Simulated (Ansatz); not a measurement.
# Ru: the cost of one run

Program: Ansatz 0.2.0. Level of theory: DFT PBEsol, scalar-relativistic, plane waves, PAW. These are calculated values, not measurements.

4 further runs of the same task are left out: 1 that didn't finish, 3 set aside as unsound or not needed.

## 1. The starting structure

The structure is hexagonal, space group P6_3/mmc (No. 194). Conventional cell: a = 2.692 Å, b = 2.692 Å, c = 4.252 Å, α = 90.00°, β = 90.00°, γ = 120.00°. Ru (site symmetry -6m2) has 12 Ru at 2.63 to 2.69 Å as nearest neighbours.

Structure file:

```xyz
2
Lattice="2.6917 0.0000 0.0000 -1.3458 2.3311 0.0000 0.0000 0.0000 4.2517" Properties=species:S:1:pos:R:3 pbc="T T T"
Ru    0.0000    1.5540    1.0629
Ru    1.3458    0.7770    3.1888
```

It is the result of an earlier relaxation at this level (volume 13.34 Å³/atom; gap on the mesh: none (metal)).

## 2. Phonons at Γ, at rest

input.yaml reads:

```yaml
crystal:
  lattice:
    - [2.69169271, 0.0, 0.0]
    - [-1.345846355, 2.331074266, 0.0]
    - [0.0, 0.0, 4.2517439378]
  atoms:
    - { symbol: Ru, position: [0.3333333333, 0.6666666667, 0.25] }
    - { symbol: Ru, position: [0.6666666667, 0.3333333333, 0.75] }
basis:
  ecutwfc: 420
kpoints:
  mp_grid: { grid: [18, 18, 10] }
hamiltonian:
  xc: pbesol
scf:
  occupations: { method: fermi_dirac, width: 0.15 }
output:
  eigenvalues: true
phonons:
  method: dfpt
  eigenvectors: true
```

The run is started by

```console
ansatz run input.yaml --threads 1 --pin off --max-ram 3072MiB --backend cpu --events-out ev --progress --plain --runs-dir out
```

**Question.** How long does this run take on 1 thread of AMD EPYC 9R45 (Zen 5), shared host, and how much memory does it need?

About 29 s, with a peak of 1.1 GiB.
